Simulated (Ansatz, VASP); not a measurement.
**Two plane-wave programs on Rh**

Contents of INCAR:

```
ALGO     = Normal         # electronic algorithm
EDIFF    = 1E-6           # SCF threshold, eV
ENCUT    = 520            # plane-wave cutoff, eV
GGA      = CA             # functional
ISIF     = 2              # what is computed and relaxed
ISMEAR   = -1             # smearing method
LASPH    = True           # aspherical terms in the spheres
LCHARG   = False          # write CHGCAR
LREAL    = False          # projectors in reciprocal space
LWAVE    = False          # write WAVECAR
NBANDS   = 14             # bands
NELM     = 80             # most SCF steps
PREC     = Accurate       # precision mode
SIGMA    = 0.1            # smearing width, eV
```

KPOINTS

```
k-points
0
Gamma
  15 15 15
```

File POSCAR:

```
Rh
1.0
    0.0000000000      1.8776226225      1.8776226225
    1.8776226225      0.0000000000      1.8776226225
    1.8776226225      1.8776226225      0.0000000000
Rh
1
Direct
    0.0000000000      0.0000000000      0.0000000000
```

Input for Ansatz:

```yaml
crystal:
  lattice:
    - [0.0, 1.8776226225, 1.8776226225]
    - [1.8776226225, 0.0, 1.8776226225]
    - [1.8776226225, 1.8776226225, 0.0]
  atoms:
    - { symbol: Rh, position: [0.0, 0.0, 0.0] }
hamiltonian:
  xc: lda
  pseudopotentials:
    kind: paw
    azcp:
      Rh: "pseudopotentials/Rh.paw.azcp"
basis:
  ecutwfc: 420
  fft_grid_basis: typed
kpoints:
  mp_grid: { grid: [15, 15, 15], shift: [0, 0, 0] }
magnetization:
  spin_polarized: false
scf:
  occupations: { method: fermi_dirac, width: 0.1 }
  lower_state_search: "off"
output:
  stress: true
```

Alike in both runs: task single point; functional LDA; k mesh 15 × 15 × 15; occupations fermi-dirac, width 0.1 eV; no spin polarisation.

```csv
,VASP,Ansatz
version,VASP 6.6.1,Ansatz 0.2.0
potentials or method,"VASP PAW LDA potentials, release 64 (Rh_pv)","plane waves (420 eV) with PAW, scalar-relativistic"
plane-wave cutoff (eV),520,420
valence electrons in the cell,15,17
```

```csv
,VASP,Ansatz,Ansatz less VASP
pressure (GPa),0.9,-0.1,-0.92
```

The two sets of potentials don't hold the same shells in valence. Ansatz warned: «pseudo_functional_mismatch».
